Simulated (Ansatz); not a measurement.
Set up this calculation in Ansatz 0.2.0, as the native input.

| Item | Value |
| --- | --- |
| Task | band structure |
| Functional | PBEsol |
| Potentials or basis | all-electron PAW datasets made for the crystal |
| Cutoff | 260 eV (chosen from the basis error) |
| k mesh | 7 × 7 × 6 |
| Occupations | fermi-dirac, width 0.05 eV |
| Spin | no spin polarisation |

The system is PbS.

```xyz
4
Lattice="2.0800 -5.9913 0.0000 2.0800 5.9913 0.0000 0.0000 0.0000 4.2793" Properties=species:S:1:pos:R:3 pbc="T T T"
Pb    2.0800    4.4268    1.0698
Pb    2.0800   -4.4268    3.2095
S     2.0800    1.7399    1.0698
S     2.0800   -1.7399    3.2095
```

Measurements of this composition are mostly on another form, of space group No. 225.

One way to write it, as run:

input.yaml

```yaml
crystal:
  lattice:
    - [2.079952695, -5.991296865, 0.0]
    - [2.079952695, 5.991296865, 0.0]
    - [0.0, 0.0, 4.27932094]
  atoms:
    - { symbol: Pb, position: [0.13056335, 0.86943665, 0.25] }
    - { symbol: Pb, position: [0.86943665, 0.13056335, 0.75] }
    - { symbol: S, position: [0.35479709, 0.64520291, 0.25] }
    - { symbol: S, position: [0.64520291, 0.35479709, 0.75] }
kpoints:
  mp_grid: { grid: [7, 7, 6] }
  band_path:
    path:
      - [0.0, 0.0, 0.0]
      - [0.2801304242, 0.2801304242, 0.0]
      - [0.0, 0.5, 0.0]
      - [0.0, 0.5, 0.5]
      - [0.2801304242, 0.2801304242, 0.5]
      - [0.0, 0.0, 0.5]
      - [0.0, 0.0, 0.0]
      - [-0.5, 0.5, 0.0]
    npoints: 8
scf:
  occupations: { method: fermi_dirac, width: 0.05 }
hamiltonian:
  xc: pbesol
  pseudopotentials: { kind: all_electron, datasets: crystal }
output:
  forces: true
  stress: true
  eigenvalues: true
```

Potentials or basis: all-electron PAW datasets made for the crystal.

Launch:

```console
$ ansatz run input.yaml --threads 2 --pin off --max-ram 8192MiB --backend cpu --events-out ev --progress --plain --runs-dir out
```

Results of the run:

```
Pressure                : -1.9 GPa
Largest force           : 0.034 eV/Å
Band gap on the k mesh  : 1.16 eV, indirect (least direct gap 1.34 eV)
Band gap along the path : 1.15 eV, indirect (least direct gap 1.23 eV)
```

Caveat: spin-orbit coupling is left out, which as a rule narrows the gap of such compounds by several tenths of an eV.

It took 40 s on 2 threads of Intel(R) Xeon(R) Processor @ 2.50GHz (Skylake/Cascade Lake), on a shared host, peak memory 0.71 GiB.
